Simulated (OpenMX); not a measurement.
Crystal: PtSe2 (Sudovikovite).

```xyz
3
Lattice="3.7240 0.0000 0.0000 -1.8620 3.2251 0.0000 0.0000 0.0000 5.0620" Properties=species:S:1:pos:R:3 pbc="T T T"
Pt    0.0000    0.0000    0.0000
Se    1.8620    1.0750    3.7965
Se    0.0000    2.1501    1.2655
```

Base run:

| Quantity | Value |
| --- | --- |
| Program | OpenMX 3.8.5 |
| Functional | PBE |
| Potentials or basis | OpenMX 2013 PBE set, Pt7.0-s3p2d2f1, Se7.0-s3p2d2, grid cutoff 400 Ry |
| k mesh | 9 × 9 × 5 |
| Occupations | fermi-dirac, width 0.05 eV |
| Spin | no spin polarisation |

Its results: pressure 8.2 GPa; largest force 0.831 eV/Å.

Problem. The run is repeated on the same cell with these changes: functional from PBE to LDA; potentials or basis from OpenMX 2013 PBE set, Pt7.0-s3p2d2f1, Se7.0-s3p2d2, grid cutoff 400 Ry to OpenMX 2013 LDA set, Pt7.0-s3p2d2f1, Se7.0-s3p2d2, grid cutoff 400 Ry. What comes out?

Solution. Pressure 0.4 GPa; largest force 0.429 eV/Å.

Caveats: the basis of atomic orbitals isn't converged, which shifts pressures, moduli and gaps.
